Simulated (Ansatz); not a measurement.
**TiAl (P4/mmm), work and stress of cleavage**

Computed with DFT PBE, scalar-relativistic, plane waves, PAW (Ansatz 0.2.0). Settings: plane waves to 420 eV, k-mesh 21×21×5 (Γ-centred), Gaussian smearing 0.15 eV. No spin polarisation. Energies are free energies at this smearing, counted from the undisturbed cell; pressure is positive in compression.

Zero of the scan (relaxed at this level; it needn't be the usual structure):

```yaml
crystal:
  lattice:
    - [-2.82209, 0.00000, 0.00000]
    - [0.00000, -2.82209, 0.00000]
    - [0.00000, 0.00000, 12.23030]
  atoms:
    - { symbol: Ti, position: [0.00000, 0.00000, 0.75000] }
    - { symbol: Ti, position: [0.00000, 0.00000, 0.08333] }
    - { symbol: Ti, position: [0.00000, 0.00000, 0.41667] }
    - { symbol: Al, position: [0.50000, 0.50000, 0.91667] }
    - { symbol: Al, position: [0.50000, 0.50000, 0.25000] }
    - { symbol: Al, position: [0.50000, 0.50000, 0.58333] }
```

The cut lies on the cell's a–b face, a (0 0 1) plane (indices in the standard cell, whose axes needn't be the Cartesian ones shown) of area 7.96 Å², between layers 2.04 Å apart. Vector c is lengthened by d along the normal with the atoms' Cartesian places fixed: one unrelaxed cut a cell. The traction is positive where the two halves pull on each other.

| d (Å) | energy (J/m²) | traction (GPa) |
| --- | --- | --- |
| -0.30 | 0.38 | -28.7 |
| -0.15 | 0.08 | -12.0 |
| 0.00 | 0.00 | 0.1 |
| 0.25 | 0.18 | 13.1 |
| 0.50 | 0.60 | 19.8 |
| 0.75 | 1.13 | 22.1 |
| 1.00 | 1.69 | 21.8 |
| 1.50 | 2.68 | 17.5 |
| 2.00 | 3.42 | 11.7 |
| 3.00 | 4.12 | 3.5 |
| 4.50 | 4.32 | 0.3 |
| 6.00 | 4.33 | 0.0 |

Question: What are the work of separation and the cleavage stress, and do they fit the universal binding curve?

Answer: The energy levels off near W ≈ 4.33 J/m² (the traction is down to 0.0 GPa), the energy of the two unrelaxed faces, 2.17 J/m² each on average. The largest sampled traction is 22.1 GPa at d = 0.75 Å, and a parabola through it and its two neighbours peaks at σ_max ≈ 22.3 GPa, d ≈ 0.85 Å. The curve E = W[1 − (1 + d/ℓ)exp(−d/ℓ)] peaks in traction at d = ℓ with σ_max = W/(eℓ); with 1 J/m² per Å = 10 GPa this W and σ_max give ℓ = 0.71 Å. A parabola through that curve at the same three d peaks at 0.74 Å, against 0.85 Å here, a fair fit. Real crystals break at far lower stress, because cracks concentrate it, and on the plane of lowest W, which needn't be this one.

The cut is rigid; relaxing the faces lowers these energies and usually the stresses.

In a metal these slopes depend on the k mesh and the smearing.